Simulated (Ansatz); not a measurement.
**LiBr (rocksalt) by several functionals**

All numbers come from the plane-wave code Ansatz. Non-magnetic throughout; all numbers are computed.

Structure: LiBr (rocksalt), at its r2SCAN minimum. The symmetry is Fm-3m (No. 225, cubic); a = 5.479 Å in the conventional setting, 20.56 Å³ an atom. Li is surrounded by 6 Br at 2.74 Å; Br is surrounded by 6 Li at 2.74 Å.

Band edges at fixed r2SCAN geometry:
```json
{"level": "PBE", "k mesh": "8×8×8", "gap (eV)": "4.99", "kind": "indirect", "edges": "K–Γ (0.80) → Γ", "least direct gap (eV)": "4.99", "rough cost": "1.6 core-seconds"}
{"level": "PBE+SOC", "k mesh": "8×8×8", "gap (eV)": "4.81", "kind": "direct", "edges": "Γ", "least direct gap (eV)": "4.81", "rough cost": "6 core-seconds"}
{"level": "r2SCAN", "k mesh": "8×8×8", "gap (eV)": "5.88", "kind": "indirect", "edges": "K–Γ (0.78) → Γ", "least direct gap (eV)": "5.88", "rough cost": "3 core-seconds"}
{"level": "HSE06", "k mesh": "6×6×6", "gap (eV)": "6.21", "kind": "indirect", "edges": "K–Γ (0.78) → Γ", "least direct gap (eV)": "6.21", "rough cost": "60 core-seconds"}
{"level": "PBE0", "k mesh": "6×6×6", "gap (eV)": "6.90", "kind": "indirect", "edges": "K–Γ (0.78) → Γ", "least direct gap (eV)": "6.90", "rough cost": "60 core-seconds"}
{"level": "G0W0@PBE (122 empty bands, 120 eV, 4×4×4)", "k mesh": "4×4×4", "gap (eV)": "7.14", "kind": "–", "edges": "Γ (mesh)", "least direct gap (eV)": "–", "rough cost": "11 core-seconds"}
```
PBE: smearing of 0.02 eV; the others have fixed occupations.
Wave cutoffs: 420 eV, 500 eV (r2SCAN).
Points off the special ones are mesh points or PBE's searched band edges, reused at the other levels.
The G0W0 gap is PBE's gap over the path plus the quasiparticle shift read on the mesh. G0W0 values are finite-basis, finite-mesh values.
Costs come from shared machines and give only the order; PBE's includes the band path. The runs had 2 threads of Arm Neoverse V1, on a shared host.

With HSE06 the valence top lies at K–Γ (0.78 of the way from K) and the conduction bottom at Γ, 6.209 eV higher; the smallest vertical gap, at Γ, is 6.213 eV. Least and direct gap differ so little that the kind isn't settled. Spin-orbit coupling changes the PBE gap by -0.17 eV, to 4.81 eV; at Γ the threefold valence level splits into a fourfold and a twofold level 0.55 eV apart, the fourfold one on top.

r2SCAN covers 73 % of the step from PBE to HSE06, while HSE06 needs about 20 times r2SCAN's cost (on a coarser mesh). Spin-orbit coupling moves the least or the direct gap by up to 0.18 eV, so it has to be included where a tenth of an eV counts. Direct and least gap lie within 0.04 eV at some levels, so the kind of gap isn't settled.

Only the levels marked +SOC include spin-orbit coupling.

The meshes of the hybrids are coarse, so their gaps aren't converged to the digits shown.
